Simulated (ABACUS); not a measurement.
Set up this calculation in ABACUS 3.10.1, as the native input.

```yaml
Task: relaxation of cell and atoms
Functional: PBE
Potentials_or_basis: SPMS ONCV 1.0 PBE
Cutoff: 816 eV
Density_cutoff: 3265 eV
Basis: plane waves
k_mesh: 8 × 8 × 8
Occupations: fermi-dirac, width 0.05 eV
Spin: no spin polarisation
Max_steps_of_the_relaxation: 60
Force_threshold: 0.02 eV/Å
Optimiser: cg
Stress_threshold: 0.2 kbar
Radial_cutoff_of_the_potentials_pseudo_rcut: 10 bohr
SCF_threshold_on_the_density: 1e-08
Max_SCF_steps: 100
Eigensolver: dav
Mixing: broyden
Mixing_share: 0.7
Symmetry_key: 1
Bands: 10
```

The system is Hf.

```
Hf
1.0
     1.80500    1.80500    1.80500
    -1.80500    1.80500    1.80500
    -1.80500   -1.80500    1.80500
Hf
1
Direct
  0.00000 0.00000 0.00000
```

This isn't the form of Hf at room conditions, which is hcp.

The input as run:

INPUT

```
INPUT_PARAMETERS
suffix              Hf
calculation         cell-relax
basis_type          pw
pseudo_dir          ./
latname             bcc
symmetry            1
dft_functional      pbe
ecutwfc             60
pseudo_rcut         10
nspin               1
nbands              10
ks_solver           dav
smearing_method     fd
smearing_sigma      0.00367493
scf_thr             1e-08
scf_nmax            100
mixing_type         broyden
mixing_beta         0.7
cal_force           1
cal_stress          1
relax_nmax          60
force_thr_ev        0.02
relax_method        cg
out_stru            1
stress_thr          0.2
kpar                4
```

STRU

```
ATOMIC_SPECIES
Hf 178.4900 72_Hf_12_2.3_3.0_pbe_n_v1.0.upf

LATTICE_CONSTANT
6.8219113099

ATOMIC_POSITIONS
Direct

Hf
0.0
1
0.0000000000 0.0000000000 0.0000000000 1 1 1
```

KPT

```
K_POINTS
0
Gamma
8 8 8 0 0 0
```

Potentials or basis: SPMS ONCV 1.0 PBE, plane waves.

Launch:

```bash
$ OMP_NUM_THREADS=1 mpirun -np 4 abacus > log
```

It gave:

| Property | Result |
| --- | --- |
| Relaxed volume | 22.27 Å³/atom |
| Relaxed cell | a = 3.070 Å, b = 3.070 Å, c = 3.070 Å, α = 70.53°, β = 109.47°, γ = 70.53° |
| Space group after relaxing (to 0.05 Å) | Im-3m (No. 229) |
| Energy gained by relaxing | 21.4 meV/atom |
| Ionic steps | 4 |
| Pressure after relaxing | 0.0 GPa |
| Band gap on the k mesh | none (metal or under the smearing width) |

Wall time 4.2 s on 4 MPI ranks on Intel(R) Xeon(R) 6975P-C (Granite Rapids) (shared host), peak memory 0.36 GiB a rank.
